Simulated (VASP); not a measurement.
# Si (P6_3/mmc) in VASP: notebook

Runs on Si. Level: PBE. Tasks: relaxation of shape and atoms at fixed volume.

Everything below comes from runs of VASP 6.6.1. Logs are shortened: lines on timing, memory, paths and dates and some standing lists are left out, and cuts for length are marked.

**1. The undisturbed crystal**

It takes space group P6_3/mmc (No. 194, hexagonal). The conventional cell has a = 2.666 Å, b = 2.666 Å, c = 4.506 Å, α = 90.00°, β = 90.00°, γ = 120.00°. Around Si (site symmetry -6m2) lie 12 Si at 2.67 to 2.73 Å.

This isn't the form of Si at room conditions, which is diamond.

**2. Relaxation of shape and atoms at fixed volume, PBE (a relaxed cell with its volume scaled by 1.04)**

INCAR reads:

```
PREC     = Accurate       # precision mode
ENCUT    = 300            # plane-wave cutoff, eV
EDIFF    = 1E-7           # SCF threshold, eV
ISMEAR   = 1              # smearing method
SIGMA    = 0.1            # smearing width, eV
LREAL    = False          # projectors in reciprocal space
LASPH    = True           # aspherical terms in the spheres
NELM     = 80             # most SCF steps
ALGO     = Normal         # electronic algorithm
ISIF     = 4              # what is computed and relaxed
LWAVE    = False          # write WAVECAR
LCHARG   = False          # write CHGCAR
GGA      = PE             # functional
IBRION   = 2              # ionic algorithm
NSW      = 40             # ionic steps
EDIFFG   = -0.01          # ionic threshold
```

KPOINTS reads:

```
regular mesh
0
Gamma
  9 9 4
```

POSCAR reads:

```
Si                                      
1.0
    2.7394014821      0.0000000000      0.0000000000
   -1.3697007411      2.3723912746      0.0000000000
    0.0000000000      0.0000000000      4.5583480742
  Si            
     2
Direct
     0.3333333300000021    0.6666666699999979    0.2500000000000000
     0.6666666699999979    0.3333333300000021    0.7500000000000000
```

Potentials or basis: VASP PAW PBE potentials, release 64 (Si).

Started as:

```bash
cat potpaw_PBE.64/Si/POTCAR > POTCAR
mpirun -np 1 vasp_std > vasp.out
```

OUTCAR:

```text
PREC = Accurate
   ENCUT = 300
   EDIFF = 1E-7
   ISMEAR = 1
   LREAL = False
   LASPH = True
   NELM = 80
   ISIF = 4
   GGA = PE
   IBRION = 2
   NSW = 40
   EDIFFG = -0.01

 ion  position               nearest neighbor table
   1  0.333  0.667  0.250-   2 2.77   2 2.77   2 2.77   2 2.77   2 2.77   2 2.77
   2  0.667  0.333  0.750-   1 2.77   1 2.77   1 2.77   1 2.77   1 2.77   1 2.77

  LATTYP: Found a hexagonal cell.
 ALAT       =     2.7394014821
 C/A-ratio  =     1.6639941622

  Lattice vectors:

 A1 = (   2.7394014821,   0.0000000000,   0.0000000000)
 A2 = (  -1.3697007411,   2.3723912746,   0.0000000000)
 A3 = (   0.0000000000,   0.0000000000,   4.5583480742)

Analysis of symmetry for initial positions (statically):
=====================================================================
 Subroutine PRICEL returns:
 Original cell was already a primitive cell.

 Routine SETGRP: Setting up the symmetry group for a
 hexagonal supercell.

 Subroutine GETGRP returns: Found 24 space group operations
 (whereof 12 operations were pure point group operations)
 out of a pool of 24 trial point group operations.

The static configuration has the point symmetry D_3d.
 The point group associated with its full space group is D_6h.

Analysis of symmetry for dynamics (positions and initial velocities):
=====================================================================
 Subroutine PRICEL returns:
 Original cell was already a primitive cell.

 Routine SETGRP: Setting up the symmetry group for a
 hexagonal supercell.

 Subroutine GETGRP returns: Found 24 space group operations
 (whereof 12 operations were pure point group operations)
 out of a pool of 24 trial point group operations.

The dynamic configuration has the point symmetry D_3d.
 The point group associated with its full space group is D_6h.

 Subroutine INISYM returns: Found 24 space group operations
 (whereof 12 operations are pure point group operations),
 and found     1 'primitive' translations

----------------------------------------------------------------------------------------

                                     Primitive cell

  volume of cell :      29.6244

  direct lattice vectors                    reciprocal lattice vectors
     2.739401482  0.000000000  0.000000000     0.365043243  0.210757814  0.000000000
    -1.369700741  2.372391275  0.000000000     0.000000000  0.421515629  0.000000000
     0.000000000  0.000000000  4.558348074     0.000000000  0.000000000  0.219377718

  length of vectors
     2.739401482  2.739401482  4.558348074     0.421515629  0.421515629  0.219377718

  position of ions in fractional coordinates (direct lattice)
     0.333333330  0.666666670  0.250000000
     0.666666670  0.333333330  0.750000000

  ion indices of the primitive-cell ions
   primitive index   ion index
                 1           1
                 2           2

----------------------------------------------------------------------------------------

 KPOINTS: regular mesh

Automatic generation of k-mesh.
 Grid dimensions read from file:
 generate k-points for:    9    9    4

 Generating k-lattice:

  Cartesian coordinates                     Fractional coordinates (reciprocal lattice)
     0.040560360  0.023417535  0.000000000     0.111111111  0.000000000  0.000000000
     0.000000000  0.046835070  0.000000000     0.000000000  0.111111111  0.000000000
     0.000000000  0.000000000  0.054844430     0.000000000  0.000000000  0.250000000

  Length of vectors
     0.046835070  0.046835070  0.054844430

  Shift w.r.t. Gamma in fractional coordinates (k-lattice)
     0.000000000  0.000000000  0.000000000

 Subroutine IBZKPT returns following result:
 ===========================================

 Found     36 irreducible k-points:

 Following reciprocal coordinates:
            Coordinates               Weight
  0.000000  0.000000  0.000000      1.000000
  0.111111  0.000000  0.000000      6.000000
  0.222222  0.000000  0.000000      6.000000
  0.333333  0.000000  0.000000      6.000000
  0.444444  0.000000  0.000000      6.000000
  0.111111  0.111111  0.000000      6.000000
[... 16 lines left out ...]
  0.333333  0.222222  0.250000     24.000000
  0.333333  0.333333  0.250000      4.000000
 [... further k-points ...]
   k-points           NKPTS =     36   k-points in BZ     NKDIM =     36   number of bands    NBANDS=      8
   number of dos      NEDOS =    301   number of ions     NIONS =      2
   total plane-waves  NPLWV =   7168
   dimension x,y,z NGX =    16 NGY =   16 NGZ =   28
   dimension x,y,z NGXF=    32 NGYF=   32 NGZF=   56
   ions per type =               2
   NGX,Y,Z   is equivalent  to a cutoff of   9.71,  9.71, 10.21 a.u.
   NGXF,Y,Z  is equivalent  to a cutoff of  19.42, 19.42, 20.42 a.u.
 SYSTEM =  unknown system
   PREC   = accura    normal or accurate (medium, high low for compatibility)
   ISTART =      0    job   : 0-new  1-cont  2-samecut
   ICHARG =      2    charge: 1-file 2-atom 10-const
   ISPIN  =      1    spin polarized calculation?
   LNONCOLLINEAR =      F non collinear calculations
   LSORBIT =      F    spin-orbit coupling
   LASPH  =      T    aspherical Exc in radial PAW
   ENCUT  =  300.0 eV  22.05 Ry    4.70 a.u.   3.87  3.87  6.44*2*pi/ulx,y,z
   NELM   =     80;   NELMIN=  2; NELMDL= -5     # of ELM steps
   EDIFF  = 0.1E-06   stopping-criterion for ELM
   LREAL  =      F    real-space projection
   EDIFFG = -.1E-01   stopping-criterion for IOM
   NSW    =     40    number of steps for IOM
   IBRION =      2    ionic relax: 0-MD 1-quasi-New 2-CG
   NFREE  =      1    steps in history (QN), initial steepest desc. (CG)
   ISIF   =      4    stress and relaxation
   ISYM   =      2    0-nonsym 1-usesym 2-fastsym
   POTIM  = 0.5000    time-step for ionic-motion
   TEBEG  =    0.0;   TEEND  =   0.0 temperature during run
   PSTRESS=    0.0 pullay stress
   NELECT =       8.0000    total number of electrons
   NUPDOWN=      -1.0000    fix difference up-down
   EMIN   =  10.00;   EMAX   =-10.00  energy-range for DOS
   EFERMI =   0.00;   METHOD = LEGACY
   ISMEAR =     1;   SIGMA  =   0.10  broadening in eV -4-tet -1-fermi 0-gaus
   EFERMI_NEDOS =   21; number of points for ismear=-14 and -15
   IALGO  =     38    algorithm
   IMIX   =      4    mixing-type and parameters
     AMIX     =   0.40;   BMIX     =  1.00
     AMIX_MAG =   1.60;   BMIX_MAG =  1.00
  volume/ion in A,a.u.               =      14.81        99.96
  Fermi-wavevector in a.u.,A,eV,Ry     =   1.058169  1.999649 15.234735  1.119721
  Thomas-Fermi vector in A             =   2.193468
   LORBIT       =      0    0 simple, 1 ext, 2 COOP (PROOUT), +10 PAW based schemes
   GGA     = PE    functional components
   LHFCALC =     F    Hartree Fock is set to
   AEXX    =    0.0000 exact exchange contribution
   IVDW    =     0    specifies the selected vdW correction
   LEPSILON=     F    determine dielectric tensor
   LRPA    =     F    only Hartree local field effects (RPA)
 conjugate gradient relaxation of ions
 non-spin polarized calculation
 Methfessel and Paxton  Order N= 1 SIGMA  =   0.10
  energy-cutoff  :      300.00
  volume of cell :       29.62
 maximum number of plane-waves:       360
 NGX is ok and might be reduce to    16
   NGX =  7   NGY =  7   NGZ = 13

--------------------------------------- Ionic step        1  -------------------------------------------

 number of electron       8.0000000 magnetization

 Free energy of the ion-electron system (eV)
  ---------------------------------------------------
  ext. energy  EPLUGINS =         0.00000000
  ---------------------------------------------------
  free energy    TOTEN  =        -9.90591251 eV

  energy without entropy =       -9.90720915  energy(sigma->0) =       -9.90634472

------------------------ aborting loop because EDIFF is reached ----------------------------------------

  FORCE on cell =-STRESS in cart. coord.  units (eV):
  Direction    XX          YY          ZZ          XY          YZ          ZX
  --------------------------------------------------------------------------------------
  -------------------------------------------------------------------------------------
  Total       -0.6450055     -0.6450055     -0.7296183      0.0000000      0.0000000     -0.0000000
  in kB      -34.8838564    -34.8838564    -39.4599733      0.0000000      0.0000000     -0.0000000
  external PRESSURE =     -36.4092287 kB  Pullay stress =       0.0000000 kB
[... 57 lines left out ...]
  energy  without entropy=       -9.9075158918  energy(sigma->0) =       -9.90644578

--------------------------------------- Ionic step        3  -------------------------------------------

 number of electron       8.0000000 magnetization

 Free energy of the ion-electron system (eV)
  ---------------------------------------------------
  ext. energy  EPLUGINS =         0.00000000
  ---------------------------------------------------
  free energy    TOTEN  =        -9.90594102 eV

  energy without entropy =       -9.90739237  energy(sigma->0) =       -9.90642480

 E-fermi :  10.2380     XC(G=0): -11.1024

 val. band max:       10.1542107015   @ k =   0.4444   0.1111   0.0000
 cond. band min:      10.3209724288   @ k =   0.3333   0.3333   0.0000
 fundamental gap:      0.1667617273
 Fermi energy:        10.2380137266

 k-point     1 :       0.0000    0.0000    0.0000
  band No.  band energies     occupation
      1      -4.3798      2.00000
      2       2.0641      2.00000
      3       2.9903      2.00000
      4      18.0886      0.00000
      5      18.0886      0.00000
      6      19.5604      0.00000
      7      19.5604      0.00000
      8      20.4358      0.00000
[... 243 lines left out ...]
 k-point    24 :       0.3333    0.3333    0.2500
  band No.  band energies     occupation
      1       4.1538      2.00000
      2       4.1538      2.00000
      3       5.1937      2.00000
      4       7.5005      2.00000
      5       7.5005      2.00000
      6       8.3401      2.00000
      7      13.8744      0.00000
      8      13.8744      0.00000

 [... further k-points ...]
[... 5 lines left out ...]
  --------------------------------------------------------------------------------------
  -------------------------------------------------------------------------------------
  Total       -0.6748365     -0.6748365     -0.6751661      0.0000000     -0.0000000      0.0000000
  in kB      -36.4972105    -36.4972105    -36.5150357      0.0000000     -0.0000000      0.0000000
  external PRESSURE =     -36.5031522 kB  Pullay stress =       0.0000000 kB
[... 17 lines left out ...]
  FREE ENERGIE OF THE ION-ELECTRON SYSTEM (eV)
  ---------------------------------------------------
  free  energy   TOTEN  =        -9.9059410187 eV

  energy  without entropy=       -9.9073923651  energy(sigma->0) =       -9.90642480

 reached required accuracy - stopping structural energy minimisation
```

Wall time 5.3 s (1 thread of Intel Xeon Platinum 8259CL at 2.50GHz (Skylake/Cascade Lake), shared host); peak memory 0.11 GiB.

What came out:

```
Free energy               : -9.9059 eV
Energy gained by relaxing : 0.0 meV/atom
Ionic steps               : 3
Pressure after relaxing   : -3.7 GPa
Band gap on the k mesh    : none (metal or under the smearing width)
```

Final structure:
```yaml
crystal:
  lattice:
    - [2.74032, 0.00000, 0.00000]
    - [-1.37016, 2.37319, 0.00000]
    - [0.00000, 0.00000, 4.55528]
  atoms:
    - { symbol: Si, position: [0.33333, 0.66667, 0.25000] }
    - { symbol: Si, position: [0.66667, 0.33333, 0.75000] }
```

Levels at points of the mesh, in eV from the Fermi level:
| k point | band 1 | band 2 | band 3 | band 4 | band 5 | band 6 | band 7 | band 8 |
| --- | --- | --- | --- | --- | --- | --- | --- | --- |
| (0.00, 0.00, 0.00) | -14.62 | -8.17 | -7.25 | 7.85 | 7.85 | 9.32 | 9.32 | 10.20 |
| (0.00, 0.00, 0.50) | -12.88 | -12.88 | 0.57 | 0.57 | 9.14 | 9.14 | 9.14 | 9.14 |

Caveat: the cutoff is under 1.25 times the usual one of these potentials, so pressure, stress and relaxed cells hold a basis-set (Pulay) error.

**3. Relaxation of shape and atoms at fixed volume, PBE (a relaxed cell with its volume scaled by 1.06)**

INCAR is that of step 2.

KPOINTS is that of step 2.

POSCAR reads:

```
Si                                      
1.0
    2.7568503697      0.0000000000      0.0000000000
   -1.3784251848      2.3875024545      0.0000000000
    0.0000000000      0.0000000000      4.5873829212
  Si            
     2
Direct
     0.3333333300000021    0.6666666699999979    0.2500000000000000
     0.6666666699999979    0.3333333300000021    0.7500000000000000
```

Potentials or basis: VASP PAW PBE potentials, release 64 (Si).

Started as:

```bash
cat potpaw_PBE.64/Si/POTCAR > POTCAR
mpirun -np 1 vasp_std > vasp.out
```

Run time: 3 s. Hardware: 1 thread of Intel Xeon Platinum 8259CL at 2.50GHz (Skylake/Cascade Lake), shared host; peak memory 0.11 GiB.

It converged, with:

```
Free energy             : -9.8920 eV
Pressure after relaxing : -5.0 GPa
Band gap on the k mesh  : none (metal or under the smearing width)
```

Final structure:
```
Si
1.0
     2.75685    0.00000    0.00000
    -1.37843    2.38750    0.00000
     0.00000    0.00000    4.58738
Si
2
Direct
  0.33333 0.66667 0.25000
  0.66667 0.33333 0.75000
```

Levels at points of the mesh, in eV from the Fermi level:
```csv
k point,band 2,band 3,band 4,band 5,band 6,band 7
"(0.00, 0.00, 0.00)",-8.13,-7.13,7.72,7.72,9.20,9.20
"(0.00, 0.00, 0.50)",-12.73,0.54,0.54,8.97,8.97,8.97
```

Caveat: the cutoff is under 1.25 times the usual one of these potentials, so pressure, stress and relaxed cells hold a basis-set (Pulay) error; the relaxation stopped at its first step, so nothing moved.
